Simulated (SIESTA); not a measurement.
Crystal: FeO.

```
Fe O
1.0
    -1.60210    1.60210    2.08339
     1.60210   -1.60210    2.08339
     1.60210    1.60210   -2.08339
Fe O
1 1
Direct
  0.00000 0.00000 0.00000
  0.50000 0.50000 0.00000
```

The cell comes from a database or a generator and needn't be the stable form of this composition.

| Item | Value |
| --- | --- |
| Program | SIESTA 5.4.2 |
| Task | single point |
| Functional | PBE |
| Potentials or basis | PseudoDojo 0.4 standard (PBE files) |
| Basis | DZP (energy shift 0.003 Ry; two zetas on semicore shells) |
| Grid cutoff | 800 Ry |
| Energy shift | 0.003 Ry |
| k mesh | 12 × 12 × 12 |
| Occupations | fermi-dirac, width 0.05 eV |
| Spin | collinear spin, ferromagnetic start |
| Starting moments | [3.0, 0.0] μB |

On this cell: pressure -8.3 GPa; largest force under 0.003 eV/Å; net moment 4.00 μB per cell; site moments Fe +3.70; O +0.30 μB; band gap on the k mesh none (metal or under the smearing width).

The same run follows on a disturbed copy (atoms moved at random, drawn with an rms of 0.05 Å):

```
Fe O
1.0
    -1.60210    1.60210    2.08339
     1.60210   -1.60210    2.08339
     1.60210    1.60210   -2.08339
Fe O
1 1
Direct
  0.00011 0.00377 0.99607
  0.50393 0.50376 0.01474
```

**Question.** What does the disturbed cell give?

**Answer.** The energy (extrapolated to zero smearing) moves by +1.9 meV/atom; pressure -8.2 GPa; largest force 0.203 eV/Å; net moment 4.00 μB per cell; site moments Fe +3.70; O +0.30 μB; band gap on the k mesh none (metal or under the smearing width).

Forces in eV/Å, atoms in the order of the input:
```
Fe   0.019  0.030 -0.200
O   -0.019 -0.031  0.199
```

Stress tensor (GPa, compression positive):
```
-10.89   0.13   0.04
  0.13 -10.90   0.07
  0.04   0.07  -2.70
```

Caveats: short orbitals over semicore shells can move pressures by several GPa; the basis of atomic orbitals isn't converged, which shifts pressures, moduli and gaps; a cell with one magnetic atom can't hold antiferromagnetic order, which such compounds often take; semilocal functionals often make such compounds metallic where correlation or magnetic order opens a gap, which also shifts bond lengths.
